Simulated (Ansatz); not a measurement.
Input and command of a calculation in Ansatz (plane waves; scalar-relativistic PAW potentials unless the input names others):

```yaml
crystal:
  lattice:
    - [2.9714704388, 0.0, 0.0]
    - [-1.4857352194, 2.5733688866, 0.0]
    - [0.0, 0.0, 9.5995550461]
  atoms:
    - { symbol: Li, position: [0.0, 0.0, 0.0] }
    - { symbol: Li, position: [0.3333333333, 0.6666666667, 0.75] }
    - { symbol: Li, position: [0.0, 0.0, 0.5] }
    - { symbol: Li, position: [0.6666666667, 0.3333333333, 0.25] }
kpoints:
  mp_grid: { grid: [12, 12, 4] }
hamiltonian:
  xc: r2scan
  dispersion: d3bj
scf:
  occupations: { method: tetrahedron_uncorrected }
  n_extra_bands: 32
output:
  forces: true
  eigenvalues: true
  stress: true
```

```bash
ansatz run input.yaml --threads 1 --pin off --max-ram 2560MiB --backend cpu --events-out ev --progress --plain --runs-dir out
```

Abridged log:
```
Warning: the engine holds no damping parameters fitted to this dispersion correction and functional, so the run takes those fitted to r2scan beside the three-body term, which d3bj leaves out (hamiltonian.dispersion, under Limitations)
Basis set: ecut = 500 eV, 1907 PW (Γ), exchange–correlation on 96×96×288 points (64 copies of the dense FFT grid, shifted against one another)
Bands: 38, of which v1, the nominal top of the filled ones, is band 6 counted from 1 (5 counted from 0)
Symmetry: 24 space group operations
k-points: 57 of 576
SCF iter   1: F=—  HF=-820.696304 eV  |F-HF|=—  |Δ(HF+E_count)|=         —  Δρ=2.31e-3  dr2=1.43e-3  dr2_τ=2.10e-3  ethr=1.77e-3  ⟨swp⟩=5.0  Hψ=7616  notcnv=0  defer=1090
SCF iter   2: F=—  HF=-820.692246 eV  |F-HF|=—  |Δ(HF+E_count)|=   4.06e-3  Δρ=1.23e-3  dr2=4.94e-4  dr2_τ=2.60e-5  ethr=1.20e-5  ⟨swp⟩=2.8  Hψ=3595  notcnv=0  defer=1378
SCF iter   3: F=—  HF=-820.692295 eV  |F-HF|=—  |Δ(HF+E_count)|=   4.91e-5  Δρ=1.60e-4  dr2=5.59e-5  dr2_τ=1.16e-6  ethr=4.12e-6  ⟨swp⟩=2.0  Hψ=1576  notcnv=0  defer=1378
SCF iter   4: F=—  HF=-820.692291 eV  |F-HF|=—  |Δ(HF+E_count)|=   4.34e-6  Δρ=7.49e-5  dr2=8.00e-6  dr2_τ=2.26e-7  ethr=4.65e-7  ⟨swp⟩=2.1  Hψ=1241  notcnv=0  defer=1378
SCF iter   5: F=—  HF=-820.692291 eV  |F-HF|=—  |Δ(HF+E_count)|=   4.34e-7  Δρ=2.90e-5  dr2=9.65e-7  dr2_τ=1.51e-8  ethr=6.67e-8  ⟨swp⟩=2.0  Hψ=1180  notcnv=0  defer=1378
SCF iter   6: F=-820.692291 eV  HF=-820.692291 eV  |F-HF|=1.14e-8  |Δ(HF+E_count)|=   1.23e-7  Δρ=6.00e-6  dr2=3.02e-8  dr2_τ=4.88e-10  ethr=8.33e-10  ⟨swp⟩=6.4  Hψ=10481  notcnv=0
SCF 1 converged in 6 iterations: F = -820.692291 eV  dr2 = 3.02e-8
SCF converged after 6 iterations
Free energy (F): -820.692291 eV
Harris-Foulkes:  -820.692291 eV  (|F-HF|=1.14e-8)
Internal energy: -820.690316 eV  (E = F + TS)
E sigma→0 (E₀):  -820.692291 eV
Entropy (-TS):   -0.001975 eV (-0.494 meV/atom)
Fermi energy:    1.385274 eV
  E_disp       = -0.354237  (pairwise vdW)
--- Forces (eV/Å), atoms counted from 1 ---
  atom   1  Li     0.00000000     0.00000000     0.00000000
  atom   2  Li     0.00000000     0.00000000     0.00000000
  atom   3  Li     0.00000000     0.00000000     0.00000000
  atom   4  Li     0.00000000     0.00000000     0.00000000
--- Stress (GPa, compression-positive) ---
        1.500958       0.000000       0.000000
        0.000000       1.500958       0.000000
        0.000000       0.000000       1.324491
  P = ⅓ Tr σ = 1.4421 GPa (14.421 kbar)
```

Apart from outputs and the relaxation, which only the reference makes, the input differs from a reference run on usual settings in scf.n_extra_bands: not typed → 32; hamiltonian.xc: "pbe" → "r2scan"; scf.occupations.width: 0.1 → not typed; scf.occupations.method: "gaussian" → "tetrahedron_uncorrected"; basis.ecutwfc: 420 → not typed. The reference, at the same geometry, ended its own course with pressure -0.08 GPa, largest force 0.000 eV/Å, no gap on the mesh. This run converged in 6 SCF iterations with a total energy on another zero, pressure 1.44 GPa, largest force 0.000 eV/Å, no gap on the mesh.

The run took 8.5 s on 1 thread of Arm Neoverse V2, on a shared host, peak memory 0.41 GiB.